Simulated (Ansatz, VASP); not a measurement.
# Pt: VASP beside Ansatz

INCAR

```
SYSTEM = Pt
ALGO = Fast
EDIFF = 1E-7
ENCUT = 520
GGA = PS
ISIF = 2
ISMEAR = 0
LASPH = .True.
LCHARG = .True.
LELF = .True.
LREAL = .False.
LVHAR = .True.
LWAVE = .False.
NBANDS = 11
NELM = 80
PREC = Accurate
SIGMA = 0.15
```

Contents of KPOINTS:

```
k-points
0
Gamma
  26 26 26
  0 0 0
```

File POSCAR:

```
Pt
1.0
   -1.6072847192      1.6072847192      1.5604706012
    1.6072847192     -1.6072847192      1.5604706012
    1.6072847192      1.6072847192     -1.5604706012
Pt
1
Direct
    0.0000000000      0.0000000000      0.0000000000
```

Input for Ansatz:

```yaml
crystal:
  lattice:
    - [-1.6072847192, 1.6072847192, 1.5604706012]
    - [1.6072847192, -1.6072847192, 1.5604706012]
    - [1.6072847192, 1.6072847192, -1.5604706012]
  atoms:
    - { symbol: Pt, position: [0.0, 0.0, 0.0] }
basis:
  ecutwfc: 420
kpoints:
  mp_grid: { grid: [26, 26, 26] }
hamiltonian:
  xc: pbesol
scf:
  occupations: { method: gaussian, width: 0.15 }
output:
  forces: true
  stress: true
  eigenvalues: true
```

Change from the starting cell: strain +0.030 along x and y, +0.000 along z, atoms carried along.

Alike in both runs: task single point; functional PBEsol; k mesh 26 × 26 × 26; occupations gaussian, width 0.15 eV; no spin polarisation.

```csv
,VASP,Ansatz
version,VASP 6.6.1,Ansatz 0.2.0
potentials or method,"VASP PAW PBE potentials, release 64 (Pt)","scalar-relativistic, plane waves, PAW"
plane-wave cutoff (eV),520,420
valence electrons in the cell,10,18
```

VASP gave:

```
gap on the k mesh at the Fermi level (eV)       : none
pressure (GPa)                                  : -14.2
largest component of the traceless stress (GPa) : 1.80
```

Task: What did Ansatz give for the same quantities?

Result: gap on the k mesh at the Fermi level (eV): none; pressure (GPa): -13.9; largest component of the traceless stress (GPa): 1.81.

A gap of «none» marks a metal or a gap that the smearing closes. The two sets of potentials don't hold the same shells in valence.

Caveats: the PAW data sets were made with another functional, which shifts forces and pressure a little (VASP). The runs have no spin-orbit coupling, so splittings on Pt are missing.
